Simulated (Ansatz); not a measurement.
# Re in Ansatz: the effect of target pressure

Crystal: Re.

```
Re
1.0
     2.76639    0.00000    0.00000
    -1.38319    2.39576    0.00000
     0.00000    0.00000    8.93885
Re
4
Cartesian
  1.3832 0.7986 6.7041
  0.0000 0.0000 4.4694
  0.0000 1.5972 2.2347
  0.0000 0.0000 0.0000
```

Alike in all runs:

```yaml
Program: Ansatz 0.2.0
Task: relaxation of cell and atoms
Functional: PBEsol
Potentials_or_basis: Ansatz PAW
Cutoff: "420 eV (not typed: the program's choice for these potentials)"
k_mesh: 11 × 11 × 3
Occupations: fermi-dirac, width 0.05 eV
Spin: no spin polarisation
```

Each run relaxes the cell or the atoms first.

One run gave: relaxed volume 13.61 Å³/atom. Which target pressure did it use?
A. 30 GPa
B. 10 GPa
C. 5 GPa
D. 20 GPa
E. 2 GPa

A.

| target pressure | relaxed volume (Å³/atom) |
| --- | --- |
| 0 GPa | 14.55 |
| 2 GPa | 14.47 |
| 5 GPa | 14.37 |
| 10 GPa | 14.20 |
| 20 GPa | 13.89 |
| 30 GPa | 13.61 |

Caveats: the plane-wave basis is chosen anew once the cell has moved, so the energies of steps on either side of that aren't comparable; the PAW data sets come from PBE, with cores solved anew for the run's functional, which leaves a small shift of forces and pressure.
